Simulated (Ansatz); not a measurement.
# MoP: phonons with PBE+d4

The system is MoP.

```
Mo P
1.0
     3.22300    0.00000    0.00000
    -1.61150    2.79120    0.00000
     0.00000    0.00000    3.19100
Mo P
1 1
Direct
  0.00000 0.00000 0.00000
  0.33333 0.66667 0.50000
```

| Quantity | Value |
| --- | --- |
| Program | Ansatz 0.2.0 |
| Task | phonons |
| Functional | PBE |
| Dispersion | d4 |
| Potentials or basis | Ansatz PAW |
| Cutoff | 420 eV |
| Density cutoff | 1680 eV |
| k mesh | 8 × 8 × 8 |
| Occupations | gaussian, width 0.05 eV |
| Spin | non-collinear spin, program default start, spin-orbit coupling |
| Driver | chain |
| q mesh | 2 × 2 × 2 |
| Path | [["G", "M", "K", "G", "A", "L", "H", "A"], ["L", "M"], ["K", "H"]] |
| Points for each segment of the path | 8 |

* Band gap on the k mesh: none (metal or under the smearing width)
* Net moment: 0.00 μB per cell
* Absolute moment: 0.00 μB per cell
* Highest phonon frequency: 441 cm⁻¹

Levels at points of the mesh, in eV from the Fermi level:
```
             k point  band 16  band 17  band 18  band 19  band 20  band 21  band 22  band 23  band 24  band 25
  (0.00, 0.00, 0.00)    -3.30    -0.74    -0.74     0.20     0.20     0.29     0.29     4.09     4.09     4.11
 (0.00, 0.00, -0.50)    -2.72    -1.78    -1.78    -1.63    -1.63     1.31     1.31     2.88     2.88     2.94
 (0.00, -0.50, 0.00)    -3.76    -1.30    -1.30    -0.45    -0.45     1.68     1.68     2.34     2.34     4.61
(0.00, -0.50, -0.50)    -4.46    -1.08    -1.08     1.40     1.40     1.82     1.82     3.53     3.53     5.03
```

Phonon frequencies in cm⁻¹ (negative: imaginary):
```
                q point              frequencies
  (0.000, 0.000, 0.000)        0 0 0 398 408 408
 (0.000, 0.000, -0.500)  198 198 281 300 300 434
 (0.000, -0.500, 0.000)  128 202 234 351 381 441
(0.000, -0.500, -0.500)  183 222 236 344 394 416
```

Moments on the atoms (μB; x, y, z):
```
Mo  0.00 0.00 0.00
P   0.00 0.00 0.00
```

Run time: 2.5 min on 2 threads of Arm Neoverse V1, on a shared host, peak memory 0.85 GiB.

Caveat: the q mesh is small, so phonon branches between its points and thermal values are rough; some levels weren't fully converged.
